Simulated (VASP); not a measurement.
# BeTe: relaxation of cell and atoms with PBE

Crystal: BeTe.

```xyz
2
Lattice="3.8991 0.0000 0.0000 -1.9495 3.3767 0.0000 0.0000 0.0000 3.8975" Properties=species:S:1:pos:R:3 pbc="T T T"
Be    0.0000    0.0000    1.9487
Te    0.0000    2.2511    1.9487
```

The cell was built by a generator and needn't be a form met in nature.

```json
{
 "Program": "VASP 6.6.1",
 "Task": "relaxation of cell and atoms",
 "Functional": "PBE",
 "Potentials or basis": "VASP PAW PBE potentials, release 64 (Be, Te)",
 "Cutoff": "520 eV",
 "k mesh": "5 × 5 × 4",
 "Occupations": "gaussian, width 0.15 eV",
 "Spin": "no spin polarisation",
 "Further INCAR settings": "PREC = Normal; ALGO = Fast; EDIFF = 0.0001; IBRION = 2; EDIFFG = -0.08; NSW = 24; ISIF = 3"
}
```

* Relaxed volume: 38.87 Å³/atom
* Relaxed cell: a = 4.034 Å, b = 4.034 Å, c = 5.516 Å, α = 90.00°, β = 90.00°, γ = 120.00°
* Space group after relaxing (to 0.05 Å): P-6m2 (No. 187)
* Energy gained by relaxing: 136.7 meV/atom
* Ionic steps: 8
* Pressure after relaxing: 0.0 GPa
* Band gap on the k mesh: 2.83 eV, indirect (least direct gap 3.13 eV)

Stress tensor (GPa, compression positive):
```
-0.11  0.00  0.00
 0.00 -0.11  0.00
 0.00  0.00  0.31
```

Step by step:
```
step  energy change (eV)  largest force (eV/Å)  pressure (GPa)  volume (Å³)
   1              0.0000                0.0000            6.97        51.31
   2             -0.1311                0.0000           -1.09        60.06
   3             -0.1375                0.0000            0.01        58.29
   4             -0.2008                0.0000            0.27        60.51
   5             -0.2474                0.0000            0.59        63.91
   6             -0.2472                0.0000            2.06        70.33
   7             -0.2726                0.0000            0.31        76.31
   8             -0.2734                0.0000            0.03        77.74
```

Final structure:
```xyz
2
Lattice="4.0341 0.0000 0.0000 -2.0171 3.4936 0.0000 0.0000 0.0000 5.5159" Properties=species:S:1:pos:R:3 pbc="T T T"
Be    4.0341    0.0000    2.7579
Te    0.0000    2.3291    2.7579
```

Levels at points of the mesh, in eV from the valence-band top:
| k point | band 1 | band 2 | band 3 | band 4 | band 5 | band 6 | band 7 | band 8 |
| --- | --- | --- | --- | --- | --- | --- | --- | --- |
| (0.00, 0.00, 0.00) | -10.86 | -1.63 | -0.51 | -0.51 | 3.44 | 4.65 | 4.81 | 4.81 |
| (0.00, 0.00, 0.50) | -10.84 | -2.06 | -0.50 | -0.50 | 3.92 | 4.84 | 4.84 | 6.68 |

It took 10 s on 1 thread of Intel(R) Xeon(R) 6975P-C (Granite Rapids) (shared host), peak memory 0.14 GiB.

Caveat: the volume moved by over 15 % at a fixed basis, so the end points are rough; spin-orbit coupling is left out, which moves the levels of the heavy elements; an odd mesh through Γ misses points on the zone boundary, where band edges often lie; this functional lacks dispersion, which binds the layers, so the pressure and a relaxed spacing across them are unreliable, and here the layers came unbound.
